### Band edges within a layer

ZrSe₂ is built from layers, each a sheet of Zr between two sheets of Se, stacked with only weak bonding between them. In a PBE calculation the highest filled level falls by about 1.4 eV on the way from the zone centre Γ to the zone-edge point M, while the lowest empty level falls by about 0.5 eV. Along this path neighbouring layers stay in phase, so both changes look like a matter of motion within a layer. Two further points of the mesh, one inside the zone and one on its edge, test how far that in-plane picture carries, and where electrons added to the crystal would settle.

Kohn–Sham levels of ZrSe₂ (space group P-3m1) at fixed geometry, computed with ABINIT 10.8.3 using PBE, JTH PAW PBE v2.0 datasets, a 462.6 eV plane-wave cutoff, a 10×10×6 k mesh and 0.05 eV Fermi–Dirac smearing, without spin polarisation or spin–orbit coupling. Levels are numbered outwards from the gap and counted from the valence top.

```csv
point a (reciprocal cell vector),point b (reciprocal cell vector),point c (reciprocal cell vector),level under 3 (eV),level under 2 (eV),level under 1 (eV),level over 1 (eV),level over 2 (eV)
0.0000,0.0000,0.0000,-0.052,-0.052,0.000,1.067,1.067
0.3000,0.0000,0.0000,-2.465,-1.240,-1.009,0.782,2.269
0.5000,0.0000,0.0000,-2.499,-2.132,-1.359,0.577,2.540
0.1000,0.1000,0.0000,-1.679,-0.979,-0.164,1.285,1.616
0.1000,0.0000,0.1667,-0.865,-0.499,-0.405,1.136,1.435
0.2000,0.0000,0.1667,?,?,?,?,?
0.5000,0.0000,0.5000,?,?,?,?,?
```

The columns "point a", "point b" and "point c" fix the phase with which an electron wave passes from one cell to the next. The first two refer to steps within the layer, the third to the step from one layer to the next. A value of 0 means that neighbouring cells are in phase, and 0.5 means that the sign alternates. Γ is the point (0,0,0), M is (0.5,0,0), and L is (0.5,0,0.5), which has the same in-plane wave as M but alternates from layer to layer. "Level under 1" is the highest filled level, "level over 1" the lowest empty one, and all energies are counted from the top of the filled levels.

That top lies at Γ, where a single level stands 0.052 eV above a pair of equal levels. In ZrSe₂ the upper filled states are mainly Se p and the lowest empty ones mainly Zr d, as the ionic picture of Zr⁴⁺ and Se²⁻ suggests. By symmetry the two p orbitals that lie in the layer form a pair at Γ, so the single level cannot come from them. The natural candidate is the Se p orbital that points out of the layer, an assignment that rests on symmetry and not on a computed orbital analysis.

The order of these levels should not be relied on. Spin–orbit coupling, absent from this calculation, splits the in-plane pair of Se p levels by much more than 0.052 eV and could bring one of its members to the top. Since the valence top is the zero of the table, such a change would also shift the other entries relative to it.

### A wave running through the layer

If a state on one cell couples to the same state on neighbouring cells, its energy depends on the phase between them. Along the line from Γ to M (b = 0), the simplest form of this dependence is

E = A + B cos(2πa),

where a is the value in "point a", A is an average energy and B measures the coupling between cells. A positive B means that the energy is highest when neighbouring cells are in phase and lowest when they alternate. B is an effective coupling, which lumps together direct overlap between Se atoms and routes that pass through Zr.

The two constants were found by least squares, separately for each band edge, from three points: (0.1,0,1/6), (0.3,0,0) and M. The first lies somewhat off the line, since its phase between layers is not zero, and the formula ignores this. Γ was left out because levels coincide there, or nearly so. The lowest two empty levels are equal at Γ but about 0.3 eV apart at (0.1,0,1/6), so a column sorted by energy need not follow one smooth band into Γ. The point (0.1,0.1,0) was left out because it lies in another direction.

For the highest filled level the fit gives A = −0.836 eV and B = 0.529 eV. For the lowest empty level it gives 0.883 eV and 0.310 eV. Both edges therefore sink towards M, the filled one more steeply. The formula follows its three points to within 0.01 eV, but three points are a weak test of two constants. At the two points left out it is wrong by 0.1 to 0.3 eV. For the filled level, the fitted point off the line is a likely cause. That point lies at −0.405 eV, whereas (0.1,0.1,0), which is further from Γ in the plane but has its layers in phase, lies at only −0.164 eV. A phase difference between layers thus seems to lower the filled edge near Γ, and the fitted constants have taken up part of that effect.

### Forecasts for the two points

The point (0.2,0,1/6) was not part of the fit and can be worked out in full. Here cos(2π × 0.2) = 0.309, so the highest filled level should lie at −0.836 + 0.529 × 0.309 = −0.67 eV. The same step for the lowest empty level gives 0.98 eV. The ranges are set at ±0.20 eV and ±0.15 eV respectively. They are judgements, made wide because the formula ignores coupling between layers.

At L the formula can only repeat its result for M, since it does not contain the phase between layers. For the highest filled level this value is kept: −1.36 ± 0.30 eV.

For the lowest empty level there is a reason to depart from the formula, which would give 0.57 eV. The same calculation reports a gap of 0.38 eV over the whole mesh, less than the lowest empty level at any of the known points. A deeper valley must therefore exist elsewhere, and L is the natural place for it, because it differs from M only in the phase between layers. The forecast is 0.38 eV, with a range from 0.38 to 0.58 eV. The range opens upwards only, as no empty level on the mesh can lie below the mesh gap.

### Computed values

The withheld rows as computed:

```csv
point a (reciprocal cell vector),point b (reciprocal cell vector),point c (reciprocal cell vector),level under 3 (eV),level under 2 (eV),level under 1 (eV),level over 1 (eV),level over 2 (eV)
0.2000,0.0000,0.1667,-2.044,-1.015,-0.640,0.999,1.947
0.5000,0.0000,0.5000,-2.518,-1.050,-0.980,0.381,2.535
```

At (0.2,0,1/6) both forecasts hold. The highest filled level comes out at −0.64 eV and the lowest empty one at 0.999 eV, within about 0.03 eV of the values expected. The success is modest, because the point sits between two points of the fit. Simply taking the average of those two neighbours would give −0.71 and 0.96 eV, also well inside the ranges. The result thus confirms that the edges run smoothly here, more than it confirms the cosine.

At L the lowest empty level lies at 0.381 eV, equal to the mesh gap, so the conduction valley of this mesh is indeed at L. What the forecast got right is the place. The depth was taken from the mesh gap of the same calculation and is no achievement of the model, which by itself would have been wrong by 0.19 eV.

The highest filled level at L is a clear miss. It lies at −0.98 eV, which is 0.38 eV above the forecast and outside the stated range. The reasoning behind the two forecasts for L was uneven: coupling between layers was invoked to place the empty level, yet left out for the filled one.

### What the layers do to each other

M and L share the same in-plane wave, so the difference between them comes from the phase between layers. On going from M to L the highest filled level rises by 0.379 eV and the lowest empty level falls by 0.196 eV. The two edges approach each other, and the vertical gap, measured at one and the same point, shrinks from 1.94 to 1.36 eV. Weak bonding between layers evidently does not mean that their electronic states ignore one another.

The size of the effect becomes plausible once the neighbours are counted. Each layer has one neighbour above and one below, and a coupling t to each adds 2t cos(2πc) to the energy, where c is the value in "point c". This term equals 2t when the layers are in phase and −2t when they alternate, so the change from M to L is four times t in size. A shift of 0.379 eV then needs a coupling of only about 0.1 eV, and the shift of the empty level about half as much. These are orders of magnitude, since they assume that the same state is followed from M to L. For the filled levels that is uncertain. The second of them rises by 1.082 eV between the two points and ends only 0.070 eV below the highest, so the two may have changed places on the way. At least one filled state therefore responds to the phase between layers far more strongly than the highest level shows.

The chemistry of the stack suggests why the filled edge responds more strongly. The atoms that face each other across the space between layers are Se, so the coupling acts most directly on Se p states. A Zr d state sits in the middle of its layer and feels the next layer mainly through the Se character mixed into it. This explanation fits the two shifts, but an orbital analysis at M and L would be needed to test it. The sizes also belong to the layer spacing used here, 6.192 Å, which was held fixed. The computed stress would push the layers further apart, and a wider spacing should weaken their coupling. But the calculation includes no dispersion correction, and so lacks much of the attraction that holds such layers together; its stress is therefore no evidence that the layers of the real crystal sit further apart.

The coupling t also depends on the wave within the layer. Near Γ the filled edge seems to sink when neighbouring layers leave phase, whereas from M to L it rises. The sinking is what one would expect if the top at Γ is the out-of-layer Se p state with its lobes pointing the same way in both Se sheets. Layers in phase then turn lobes of opposite sign towards each other, which raises the energy, and a phase difference relieves this. A value of t found at the zone edge therefore cannot simply be carried over to (0.2,0,1/6), and the close forecast there does not show that the layers matter little.

### Where the added electrons go

The computed gap is indirect: the highest filled state is at Γ and the lowest empty state at L, separated by 0.381 eV. The smallest gap without a change of wave vector is 1.067 eV, at Γ. Light absorption without help from lattice vibrations requires the larger energy, whereas the thermal creation of electrons and holes is governed by the smaller one.

For electrons added to a thick ZrSe₂ crystal, the position of the valley matters more than the exact gap. The states at M lie 0.196 eV above those at L, between seven and eight times the thermal energy of about 0.026 eV at room temperature. In a lightly doped crystal the population of a state at M would be below one thousandth of that at L. The conducting electrons therefore occupy states whose energy depends on how the layers are stacked, and a description of a single isolated layer leaves out part of what fixes their energy.

This also bears on how such a crystal should be sampled. With only the plane c = 0 of the present mesh, the gap could not have come out at 0.381 eV through the valley at L; M would have suggested 0.577 eV, half as much again. A mesh for a layered semiconductor should thus include the points where neighbouring layers alternate in sign, even if the layers are only weakly bound. The present mesh does so, though a band edge between its points could still lie slightly beyond the values found.

The absolute gap calls for more caution than the position of the valley. PBE generally makes the gaps of semiconductors too small, so the real indirect gap should be expected to be clearly larger than 0.381 eV. Adding spin–orbit coupling would not make up for this, because by raising the valence top it should reduce the computed gap further.
